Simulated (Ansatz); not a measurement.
**All-electron card of CuI**

```yaml
crystal:
  lattice:
    - [3.73317, -3.71109, 0.00000]
    - [3.73317, 3.71109, 0.00000]
    - [0.00000, 0.00000, 4.30700]
  atoms:
    - { symbol: Cu, position: [0.42044, 0.57956, 0.75000] }
    - { symbol: Cu, position: [0.57956, 0.42044, 0.25000] }
    - { symbol: I, position: [0.77004, 0.22996, 0.75000] }
    - { symbol: I, position: [0.22996, 0.77004, 0.25000] }
```

Atoms are numbered in the order listed.

The conventional cell has a = 7.466 Å, b = 7.422 Å, c = 4.307 Å, α = 90.00°, β = 90.00°, γ = 90.00°. Cu (atom 1) is surrounded by 2 Cu at 2.46 Å and 3 I at 2.58 to 2.59 Å. Around I (atom 3) lie 3 Cu at 2.58 to 2.59 Å.

The cell is the one relaxed in the Materials Project (mp-1007922), not relaxed further here; entries there can be hypothetical.

No spin–orbit coupling, which matters for the heavy atoms here.

Methods: DFT, LDA, all-electron LAPW, scalar-relativistic (Ansatz 0.2.0); DFT, LDA, PAW with Ansatz's default frozen-core files, scalar-relativistic (Ansatz 0.2.0).

For LAPW: a Γ-centred 5×5×6 k mesh, Fermi–Dirac smearing of 0.02 eV, basis error target 0.5 meV/atom, no spin polarisation. PAW takes a cutoff of 420 eV at this cell (files made with PBE, cores remade for this functional). The Ansatz runs share mesh, smearing and spin set-up. Values come from LAPW unless marked.

```json
{"Largest force": "0.389 eV/Å on I3", "Band gap": "0.86 eV, direct at Γ", "Pressure at this cell": "-3.04 GPa", "Löwdin charges (with 0.33 e of the cell spilling out of the atomic basis, so their sizes and signs hang on that basis)": "Cu1 0.43, I3 -0.27 e", "Volume per atom": "29.83 Å³"}
```

Question: Predict this quantity. Stress xx, yy, zz (compression positive).

Answer: -1.18, -3.60, -4.35 GPa.

Question: Predict this quantity. Bader charges (from the PAW run).

Answer: Cu1 +0.24, I3 -0.24 e.
